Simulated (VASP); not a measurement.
**LiH in VASP 6.6.1, single-point calculation**

INCAR

```
SIGMA = 0.02
ISMEAR = -1
NBANDS = 9
ISIF = 2
IBRION = -1
NELM = 120
GGA = PS
PREC = Accurate
EDIFF = 1E-7
NSW = 0
LASPH = .TRUE.
LWAVE = .FALSE.
LREAL = .FALSE.
ENCUT = 450
LCHARG = .FALSE.
```

KPOINTS

```
KPOINTS created by Atomic Simulation Environment
0
Gamma
8 8 8
0 0 0
```

POSCAR

```
Li H
 1.0000000000000000
    -0.0458000000000000    2.1257000000000001    2.0750999999999999
     2.1589000000000000   -0.0573000000000000    2.0865000000000000
     2.1614000000000000    2.1396000000000002   -0.0598000000000000
 Li  H
   1   1
Cartesian
  2.1419977100000001  0.0654556600000000  2.0433015200000004
  1.1656279199999999  1.0551902500000001  0.9578458900000000
```

The recommended PBE PAW datasets give the neutral cell 4 valence electrons.

Command

```
mpirun -np 1 vasp_std
```

OSZICAR

```
N       E                     dE             d eps       ncg     rms          rms(c)
DAV:   1    -0.929118246129E+00   -0.92912E+00   -0.13053E+03  4752   0.364E+02
DAV:   2    -0.615236841726E+01   -0.52233E+01   -0.51933E+01  6521   0.534E+01
DAV:   3    -0.627973661043E+01   -0.12737E+00   -0.12731E+00  5608   0.712E+00
DAV:   4    -0.628124495898E+01   -0.15083E-02   -0.15082E-02  6285   0.629E-01
DAV:   5    -0.628125684709E+01   -0.11888E-04   -0.11888E-04  5487   0.397E-02    0.313E+00
DAV:   6    -0.602529242227E+01    0.25596E+00   -0.25236E-01  4933   0.137E+00    0.152E+00
DAV:   7    -0.595140439992E+01    0.73888E-01   -0.26771E-01  5344   0.158E+00    0.269E-01
DAV:   8    -0.595462931318E+01   -0.32249E-02   -0.73747E-03  5262   0.480E-01    0.396E-02
DAV:   9    -0.595460426218E+01    0.25051E-04   -0.14981E-04  6320   0.567E-02    0.974E-03
DAV:  10    -0.595460380743E+01    0.45475E-06   -0.62442E-06  5461   0.156E-02    0.425E-03
DAV:  11    -0.595460373408E+01    0.73354E-07   -0.11776E-06  6042   0.407E-03    0.738E-04
DAV:  12    -0.595460381212E+01   -0.78044E-07   -0.24607E-08  3200   0.113E-03
   1 F= -.59546038E+01 E0= -.59546038E+01  d E =-.925661E-14
```

From OUTCAR

```
k-points           NKPTS =    260   k-points in BZ     NKDIM =    260   number of bands    NBANDS=      9

   NELECT =       4.0000    total number of electrons

   dimension x,y,z NGX =    24 NGY =   24 NGZ =   24
   dimension x,y,z NGXF=    48 NGYF=   48 NGZF=   48

  energy-cutoff  :      450.00
  volume of cell :       19.91
      direct lattice vectors                 reciprocal lattice vectors
    -0.045800000  2.125700000  2.075100000    -0.224079916  0.233022040  0.238254633
     2.158900000 -0.057300000  2.086500000     0.229412202 -0.225161596  0.235715427
     2.161400000  2.139600000 -0.059800000     0.228767992  0.229838891 -0.230394177

 k-points in reciprocal lattice and weights: KPOINTS created by Atomic Simulation Env
   0.00000000  0.00000000  0.00000000       0.002
   0.12500000 -0.00000000 -0.00000000       0.004
   0.25000000 -0.00000000 -0.00000000       0.004
   0.37500000  0.00000000  0.00000000       0.004
   0.50000000 -0.00000000 -0.00000000       0.002
  -0.00000000  0.12500000 -0.00000000       0.004
   0.12500000  0.12500000 -0.00000000       0.004
   0.25000000  0.12500000 -0.00000000       0.004
   ...

 E-fermi :  -1.0370

 k-point     1 :       0.0000    0.0000    0.0000
  band No.  band energies     occupation
      1     -44.4435      2.00000
      2      -5.3886      2.00000
      3      11.1624      0.00000
      4      14.8588      0.00000
      5      15.2717      0.00000
      6      15.9518      0.00000
      7      17.5471      0.00000
      8      17.8623      0.00000
      9      18.7315      0.00000

 k-point     2 :       0.1250   -0.0000   -0.0000
  band No.  band energies     occupation
      1     -44.4402      2.00000
      2      -5.1291      2.00000
      3       9.5237      0.00000
      4      14.0822      0.00000
      5      14.3663      0.00000
      6      15.1168      0.00000
      7      18.5336      0.00000
      8      19.3654      0.00000
      9      21.1481      0.00000

 k-point     3 :       0.2500   -0.0000   -0.0000
  band No.  band energies     occupation
      1     -44.4321      2.00000
      2      -4.3689      2.00000
      3       6.2157      0.00000
      4      13.4027      0.00000
      5      13.9111      0.00000
      6      14.5366      0.00000
      7      18.5626      0.00000
      8      19.0892      0.00000
      9      20.9184      0.00000

 k-point     4 :       0.3750    0.0000    0.0000
  band No.  band energies     occupation
      1     -44.4240      2.00000
      2      -3.2238      2.00000
      3       3.2700      0.00000
      4      13.0805      0.00000
      5      13.4486      0.00000
      6      14.5612      0.00000
      7      17.2148      0.00000
      8      17.9026      0.00000
      9      20.8330      0.00000

 k-point     5 :       0.5000   -0.0000   -0.0000
  band No.  band energies     occupation
      1     -44.4206      2.00000
      2      -2.4351      2.00000
      3       1.8552      0.00000
      4      13.0142      0.00000
      5      13.2971      0.00000
      6      14.5701      0.00000
      7      16.6483      0.00000
      8      17.3517      0.00000
      9      21.2420      0.00000

 ...

  Total       -0.2155243     -0.1982409     -0.1213361      0.0833300     -0.0156606      0.2946690
  in kB      -17.3457129    -15.9547233     -9.7653126      6.7065199     -1.2603897     23.7154006
  external PRESSURE =     -14.3552496 kB  Pullay stress =       0.0000000 kB

 POSITION                                       TOTAL-FORCE (eV/Angst)
 -----------------------------------------------------------------------------------
      2.14200      0.06546      2.04330         0.167601     -0.291664      0.009163
      1.16563      1.05519      0.95785        -0.167601      0.291664     -0.009163
 -----------------------------------------------------------------------------------
    total drift:                               -0.000166     -0.000102     -0.000040

  FREE ENERGIE OF THE ION-ELECTRON SYSTEM (eV)
  ---------------------------------------------------
  free  energy   TOTEN  =        -5.9546038121 eV

  energy  without entropy=       -5.9546038121  energy(sigma->0) =       -5.95460381
```

It converged. Results: gap between bands v and c on the k mesh 3.43 eV; least direct gap on the k mesh 4.29 eV; pressure -1.4 GPa; largest force 0.34 eV/Å. Band v is the last that the valence electrons fill when counted band by band, and c is the next.

For comparison, a separate PBEsol run of the intended cell, on usual settings and not on those above, gives a gap of 3.42 eV on its mesh and a pressure of -0.5 GPa.

The run above took about 11 s on one core of a shared host (Intel Xeon 6975P-C) and held 0.15 GiB at most.
